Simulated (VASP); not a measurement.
# Settings for PbS: self-consistent run

PbS, P1 (no. 1), 4 atoms in the cell. PBE; PAW potentials Pb_d, S (PBE set). VASP 6.6.1. The atoms are moved at random off their ideal places.

Wanted: energy within 1 meV/atom; forces within 0.005 eV/Å; pressure within 0.1 GPa.

POSCAR:
```
PbS
1.0
    2.0799526950     -5.9912968650      0.0000000000
    2.0799526950      5.9912968650      0.0000000000
    0.0000000000      0.0000000000      4.2793209400
Pb S
2 2
Direct
    0.1313030000      0.8701480000      0.2498770000
    0.8732490000      0.1301630000      0.7486800000
    0.3527310000      0.6423660000      0.2506970000
    0.6450540000      0.3539170000      0.7472860000
```

## One numerical tag moved

| One numerical tag moved | Energy less reference (meV/atom) | Forces, largest deviation (eV/Å) | Pressure (GPa) | SCF iterations | Time (s) |
|---|---|---|---|---|---|
| default | 0.0 | 0.0000 | 0.78 | 16 | 227 |
| NDAV = 2 | 0.0 | 0.0000 | 0.78 | 16 | 270 |
| LMAXPAW = 0 | 0.2 | 0.0038 | 0.79 | 16 | 221 |
| EBREAK = 0.0001 | 0.0 | 0.0006 | 0.80 | 22 | 248 |
| LMAXPAW = -1 | 0.4 | 0.0072 | 0.73 | 14 | 256 |
| NBLK = 64 | 0.0 | 0.0000 | 0.78 | 16 | 272 |
| RANDOM_GENERATOR = pcg_32 | 0.0 | 0.0000 | 0.78 | 16 | 270 |
| DEPER = 0.05 | 0.0 | 0.0001 | 0.78 | 16 | 284 |
| DEPER = 0.6 | 0.0 | 0.0001 | 0.78 | 16 | 216 |

## Question

For each series: keep the first row unless others stay within half of the tolerance and take at least 30 % less time, and then take the fastest.

## Answer

- one numerical tag moved: default

## The input

INCAR:
```
SYSTEM = PbS
PREC = Accurate ; ENCUT = 520
EDIFF = 1E-7 ; ISMEAR = 0
SIGMA = 0.02 ; LREAL = .False.
LASPH = .True. ; ALGO = Normal
NELM = 100 ; ISIF = 2
LWAVE = .False. ; LCHARG = .False.
```

KPOINTS:
```
k-points
0
Gamma
  6 6 5
```

Commands:
```
cat potpaw_PBE.64/Pb_d/POTCAR potpaw_PBE.64/S/POTCAR > POTCAR
mpirun -np 1 vasp_std > vasp.out
```

The chosen input took VASP 6.6.1 227 s on 1 core (AMD EPYC 9R45 (Zen 5)), a shared host.
